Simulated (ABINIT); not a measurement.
Runs of ABINIT 10.8.3 (patched build) on BP. The structure is cubic, space group F-43m (No. 216). Conventional cell: a = 4.538 Å, b = 4.538 Å, c = 4.538 Å, α = 90.00°, β = 90.00°, γ = 90.00°. Around P (site symmetry -43m) lie 4 B at 1.97 Å. Around B (site symmetry -43m) lie 4 P at 1.97 Å. 

```tsv
task	level	potentials or basis	cutoff (eV)	fine-grid cutoff	gap on the mesh (eV)	pressure (GPa)	V0 of scaled cells (Å³/atom)	B0 (GPa)
equation of state	PBEsol	JTH PAW PBE v2.0	408	816.342 eV	-	-	11.60	170
band structure	LDA-VWN	JTH PAW LDA v2.0	544	1088.46 eV	(c)	-5.5	-	-
equation of state	PBEsol	PseudoDojo NC SR PBEsol v0.4.1 standard	1034	-	-	-	11.55	(b)
equation of state	PW91	JTH PAW PBE v2.0	544	1088.46 eV	-	-	11.77	162
band structure	LDA-VWN	PseudoDojo NC SR LDA v0.4.1 standard	1034	-	(a)	-5.7	-	-
band structure	rPW86PBE	PseudoDojo NC SR PBE v0.4.1 standard	1034	-	1.44	5.2	-	-
equation of state	LDA-VWN	JTH PAW LDA v2.0	544	1088.46 eV	-	-	11.32	176
equation of state	BLYP	JTH PAW PBE v2.0	544	1088.46 eV	-	-	12.15	149
```

Alike in all rows: no spin polarisation; cell as given; k mesh 10 × 10 × 10; smearing fermi-dirac 0.05 eV.

Q: Fill in the values left out.

A: (a) 1.20; (b) 169; (c) 1.19.

Caveats: pressures at fixed basis lie under the slope of the energies (some runs); the PAW data sets were made with another functional, which shifts forces and pressure a little (some runs); the potentials were made for another functional, which shifts forces and pressure (some runs).

Runs at the PBE level aren't shown here.
